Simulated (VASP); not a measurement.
Input of a VASP 6.6.1 run:

INCAR

```
SYSTEM = Ge
  PREC = Accurate
  ENCUT = 600
  EDIFF = 1E-7
  ISMEAR = -1
  SIGMA = 0.05
  LREAL = .False.
  LASPH = .True.
  NELM = 100
  ALGO = Normal
  ISIF = 3
  LWAVE = .False.
  LCHARG = .False.
  GGA = PE
  IVDW = 12
  IBRION = 2
  NSW = 40
  EDIFFG = -0.02
```

File KPOINTS:

```
Automatic mesh
0
Gamma
  8 8 8
  0 0 0
```

POSCAR

```
Ge
1.0
    0.0000000000      2.8289100000      2.8289100000
    2.8289100000      0.0000000000      2.8289100000
    2.8289100000      2.8289100000      0.0000000000
Ge
2
Direct
    0.7500000000      0.7500000000      0.7500000000
    0.5000000000      0.5000000000      0.5000000000
```

Potentials or basis: VASP PAW PBE potentials, release 64 (Ge_d).

Launch:

```bash
$ cat potpaw_PBE.64/Ge_d/POTCAR > POTCAR
$ mpirun -np 1 vasp_std > vasp.out
```

Estimate the relaxed volume.

23.15 Å³/atom.

What does it give for the dispersion energy per atom?

-0.290 eV.

Estimate the band gap on the k mesh.

none (metal or under the smearing width).

The path:
| step | energy change (eV) | largest force (eV/Å) | pressure (GPa) | volume (Å³) |
| --- | --- | --- | --- | --- |
| 1 | 0.0000 | 0.0000 | 1.40 | 45.28 |
| 2 | -0.0041 | 0.0000 | -0.39 | 46.59 |
| 3 | -0.0045 | 0.0000 | 0.00 | 46.30 |

Caveat: pairwise dispersion overbinds metals, which lowers pressure and volume; this crystal is a semiconductor, whose small gap the functional closes, so the metal is an error of the method.

The cell as given is a measured one (22.64 Å³/atom); PBE+D3(BJ) puts the equilibrium volume +2.3 % from it, thermal expansion not counted.
